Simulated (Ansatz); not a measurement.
# BN: the change of energy less free atoms and pressure with volume per atom

All results are calculated (Ansatz 0.2.0). Periodic Kohn-Sham DFT of a crystal at fixed atoms; pressure and stress are positive in compression; the energy is the free energy less that of spherical unpolarised free atoms; site moments are those in the method's own spheres, positive along +z.

Cell of the first row (space group F-43m, No. 216):
```
BN
1.0
      0.0000     1.7879     1.7879
      1.7879     0.0000     1.7879
      1.7879     1.7879     0.0000
B N
1 1
Direct
  0.00000 0.00000 0.00000
  0.25000 0.25000 0.25000
```

Settings of every row: method all-electron LAPW; functional PBE; relativity scalar; k mesh 16x16x16; filling fermi-dirac; smearing width 0.03 eV; basis error target 0.25 meV/atom; nucleus gaussian.

Atom start moment: 0 on all atoms.

| row | volume per atom (Å³) | energy less free atoms (eV/atom) | pressure (GPa) |
| --- | --- | --- | --- |
| 1 | 5.715 | -8.7188 | 16.351 |
| 2 | 5.834 | -8.7277 | 7.785 |
| 3 | 5.953 | -8.7305 | -0.014 |
| 4 | 6.072 | ? | ? |
| 5 | 6.191 | -8.7201 | -13.581 |

Question: what energy less free atoms and pressure should row 4 give?

Worked fit of energy less free atoms. Take u = (V_r/V)^(2/3) − 1 with V_r = 5.8935 Å³ an atom, which is twice the finite (Eulerian) strain; such expansions in the strain, on which the Birch-Murnaghan equation of state is built, carry the rest volume and the bulk modulus. The shown rows have u = 0.02072, 0.00679, -0.00667, -0.0323. Least squares give energy less free atoms = −8.72982 + 0.2064 × u + 15.712 × u² eV/atom; a straight line predicts inner rows, each left out in turn, worse (root mean square 0.0069 against 4.7e-06 eV/atom). All shown rows lie on it to the printed digit. Its lowest point lies at u = -0.0066, or V = 5.952 Å³ an atom, and the curvature there gives the bulk modulus at fixed shape and fractions, B = (4/9)(1 + u)² E″(u)/V = 371 GPa. The withheld row has u = -0.0197, so the fit gives −8.72982 + 0.2064 × (-0.0197) + 15.712 × (-0.0197)² = -8.7278 eV/atom.

The calculation gave -8.7278 eV/atom. The fit meets it to the printed digit.

Worked fit of pressure. Take u = (V_r/V)^(2/3) − 1 with V_r = 5.8935 Å³ an atom, which is twice the finite (Eulerian) strain; such expansions in the strain, on which the Birch-Murnaghan equation of state is built, carry the rest volume and the bulk modulus. The shown rows have u = 0.02072, 0.00679, -0.00667, -0.0323. Least squares give pressure = 3.7926 + 579.426 × u + 1286.34 × u² GPa; a straight line predicts inner rows, each left out in turn, worse (root mean square 0.56 against 0.0025 GPa). The rows lie off it by 0.000, -0.001, 0.001, 0.000. The pressure vanishes at u = -0.0066, or V = 5.953 Å³ an atom, and there the bulk modulus at fixed shape and fractions is B = −V dP/dV = (2/3)(1 + u) dP/du = 372 GPa. The withheld row has u = -0.0197, so the fit gives 3.7926 + 579.426 × (-0.0197) + 1286.34 × (-0.0197)² = -7.123 GPa.

The calculation gave -7.115 GPa. The fit lies 0.008 GPa (0.027 % of the column's range) below it; its largest miss of a shown row is 0.001 GPa.
